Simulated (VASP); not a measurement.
Crystal: BaTiO3.

```xyz
5
Lattice="4.0193 0.0000 0.0000 0.0000 4.0193 0.0000 0.0000 0.0000 4.1192" Properties=species:S:1:pos:R:3 pbc="T T T"
Ba    0.0000    4.0193    4.1134
Ti    2.0097    2.0097    1.9851
O     2.0097    2.0097    0.1199
O     2.0097    0.0000    2.1283
O     0.0000    2.0097    2.1283
```

The cell isn't the ideal one: a relaxed cell with its volume scaled by 1.04.

```yaml
Program: VASP 6.6.1
Task: relaxation of shape and atoms at fixed volume
Functional: PBEsol
Potentials_or_basis: VASP PAW PBE potentials, release 64 (Ba_sv, Ti_sv, O)
Cutoff: 600 eV
k_mesh: 8 × 8 × 8
Occupations: gaussian, width 0.03 eV
Spin: no spin polarisation
```

At the start: pressure -6.3 GPa; volume 13.31 Å³/atom.

Task: Where does the relaxation end?

Result: Over 13 steps the energy falls by 3.5 meV/atom; space group P4mm (No. 99, to 0.05 Å).

The path:
| step | energy change (eV) | largest force (eV/Å) | pressure (GPa) |
| --- | --- | --- | --- |
| 1 | 0.0000 | 0.3792 | -6.28 |
| 2 | -0.0077 | 0.1072 | -5.53 |
| 3 | -0.0082 | 0.0700 | -5.26 |
| 4 | -0.0129 | 0.0735 | -4.84 |
| 5 | -0.0162 | 0.0904 | -4.03 |
| 6 | -0.0169 | 0.0889 | -4.29 |
| 7 | -0.0169 | 0.0574 | -4.23 |
| 8 | -0.0175 | 0.0332 | -4.18 |
| 9 | -0.0176 | 0.0289 | -4.16 |
| 10 | -0.0177 | 0.0107 | -4.10 |
| 11 | -0.0177 | 0.0129 | -4.05 |
| 12 | -0.0177 | 0.0110 | -4.05 |
| 13 | -0.0177 | 0.0099 | -4.02 |

Final structure:
```
Ba Ti O
1.0
     3.98174    0.00000    0.00000
     0.00000    3.98174    0.00000
     0.00000    0.00000    4.19735
Ba Ti O
1 1 3
Direct
  0.00000 0.00000 0.99082
  0.50000 0.50000 0.47283
  0.50000 0.50000 0.04090
  0.50000 0.00000 0.51922
  0.00000 0.50000 0.51922
```

Caveat: the PAW data sets were made with another functional, which shifts forces and pressure a little.
